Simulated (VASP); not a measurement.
A run of VASP 6.6.1 is set up as follows.

File INCAR:

```
SYSTEM = TiO2
PREC = Accurate
ENCUT = 520
EDIFF = 1E-7
ISMEAR = 0
SIGMA = 0.05
LREAL = .False.
LASPH = .True.
NELM = 100
ALGO = Fast
ISIF = 2
LWAVE = .False.
LCHARG = .False.
LDIPOL = .True.
IDIPOL = 3
DIPOL = 0.5 0.5 0.500
GGA = PS
IBRION = 2
NSW = 100
EDIFFG = -0.015
KPAR = 8
```

Contents of KPOINTS:

```
Automatic mesh
0
Gamma
  4 8 1
  0 0 0
```

The input POSCAR:

```
TiO2
1.0
    6.4943515210      0.0000000000      0.0000000000
    0.0000000000      2.9574000000      0.0000000000
    0.0000000000      0.0000000000     25.0276681620
O Ti
12 6
Direct
    0.0000000000      0.0000000000      0.3196462390
    0.5000000000      0.0000000000      0.4493896790
    0.6950400000      0.5000000000      0.3702565601
    0.0000000000      0.0000000000      0.4208668811
    0.3049600000      0.5000000000      0.3702565601
    0.0000000000      0.0000000000      0.5791331189
    0.1950400000      0.5000000000      0.5000000000
    0.5000000000      0.0000000000      0.5506103210
    0.8049600000      0.5000000000      0.5000000000
    0.6950400000      0.5000000000      0.6297434399
    0.0000000000      0.0000000000      0.6803537610
    0.3049600000      0.5000000000      0.6297434399
    0.5000000000      0.0000000000      0.3702565601
    1.0000000000      0.5000000000      0.3702565601
    0.0000000000      0.0000000000      0.5000000000
    0.5000000000      0.5000000000      0.5000000000
    0.5000000000      0.0000000000      0.6297434399
    0.0000000000      0.5000000000      0.6297434399
```

Potentials or basis: VASP PAW PBE potentials, release 64 (O, Ti_sv).

Command:

```sh
$ cat potpaw_PBE.64/O/POTCAR potpaw_PBE.64/Ti_sv/POTCAR > POTCAR
$ mpirun -np 8 vasp_std > vasp.out
```

Question: What does it give for the band gap on the k mesh?

Answer: 1.41 eV, direct.

Question: Estimate the energy gained by relaxing.

Answer: 90.8 meV/atom.

Final structure:
```xyz
18
Lattice="6.4944 0.0000 0.0000 0.0000 2.9574 0.0000 0.0000 0.0000 25.0277" Properties=species:S:1:pos:R:3 pbc="T T T"
O     0.0000    0.0000    8.0602
O     3.2472    0.0000   11.2317
O     4.4541    1.4787    9.1007
O     0.0000    0.0000   10.5875
O     2.0402    1.4787    9.1007
O     0.0000    0.0000   14.4402
O     1.3284    1.4787   12.5138
O     3.2472    0.0000   13.7960
O     5.1660    1.4787   12.5138
O     4.4541    1.4787   15.9270
O     0.0000    0.0000   16.9674
O     2.0402    1.4787   15.9270
Ti    3.2472    0.0000    9.3961
Ti    0.0000    1.4787    9.1376
Ti    0.0000    0.0000   12.5138
Ti    3.2472    1.4787   12.5138
Ti    3.2472    0.0000   15.6316
Ti    0.0000    1.4787   15.8900
```

 PBEsol gaps usually lie below the measured ones, often by a third to a half.
